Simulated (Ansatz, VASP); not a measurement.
# Na in VASP and in Ansatz

INCAR

```
PREC = Accurate
ENCUT = 520
EDIFF = 1E-6
ISMEAR = -1
SIGMA = 0.1
LREAL = F
LASPH = T
NELM = 100
ALGO = Normal
ISIF = 2
LWAVE = F
LCHARG = T
GGA = PS
LELF = T
LVHAR = T
NBANDS = 10
```

KPOINTS

```
regular mesh
0
Gamma
  12 12 12
```

The input POSCAR:

```
Na
1.0
    0.0000000000      2.5940027051      2.5940027051
    2.5940027051      0.0000000000      2.5940027051
    2.5940027051      2.5940027051      0.0000000000
Na
1
Direct
    0.0000000000      0.0000000000      0.0000000000
```

Input for Ansatz:

```yaml
crystal:
  lattice:
    - [0.0, 2.5940027051, 2.5940027051]
    - [2.5940027051, 0.0, 2.5940027051]
    - [2.5940027051, 2.5940027051, 0.0]
  atoms:
    - { symbol: Na, position: [0.0, 0.0, 0.0] }
hamiltonian:
  xc: pbesol
  pseudopotentials:
    kind: paw
    azcp:
      Na: "pseudopotentials/Na.paw.azcp"
basis:
  ecutwfc: 420
  fft_grid_basis: typed
kpoints:
  mp_grid: { grid: [12, 12, 12], shift: [0, 0, 0] }
magnetization:
  spin_polarized: false
scf:
  occupations: { method: fermi_dirac, width: 0.1 }
  lower_state_search: "off"
output:
  stress: true
```

Alike in both runs: task single point; functional PBEsol; k mesh 12 × 12 × 12; occupations fermi-dirac, width 0.1 eV; no spin polarisation.

|  | VASP | Ansatz |
| --- | --- | --- |
| version | VASP 6.6.1 | Ansatz 0.2.0 |
| potentials or method | VASP PAW PBE potentials, release 64 (Na_pv) | plane waves (420 eV) with PAW, scalar-relativistic |
| plane-wave cutoff (eV) | 520 | 420 |
| valence electrons in the cell | 7 | 9 |

```tsv
	VASP	Ansatz	Ansatz less VASP
pressure (GPa)	0.3	0.4	+0.03
```

The two sets of potentials don't hold the same shells in valence. Ansatz warned: «pseudo_functional_mismatch».

Caveats: the PAW data sets were made with another functional, which shifts forces and pressure a little (VASP).
